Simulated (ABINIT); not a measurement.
KCl:

```
K Cl
1.0
     3.83920    0.00000    0.00000
     0.00000    3.83920    0.00000
     0.00000    0.00000    3.83920
K Cl
1 1
Cartesian
  0.0000 0.0000 0.0000
  1.9196 1.9196 1.9196
```

Measurements of this composition are mostly on another form, of space group No. 225.

Program: ABINIT 10.8.3 (patched build). Alike in all runs: no spin polarisation; cell as given; k mesh 7 × 7 × 7; smearing fermi-dirac 0.05 eV. Hardware: 4 MPI ranks on Intel(R) Xeon(R) Platinum 8488C (Sapphire Rapids), on a shared host.

**Question.** Order these runs on this cell by their wall time, lowest first.
A. task band structure; level r2SCAN; potentials or basis JTH PAW PBE v2.0; cutoff (eV) 816; fine-grid cutoff 1414.99 eV
B. task band structure; level TB-mBJ; potentials or basis JTH PAW LDA v2.0; cutoff (eV) 816; fine-grid cutoff 1414.99 eV
C. task single point; level PBEsol; potentials or basis PseudoDojo NC SR PBEsol v0.4.1 standard; cutoff (eV) 1007

**Answer.** C (17 s), A (81 s), B (300 s).
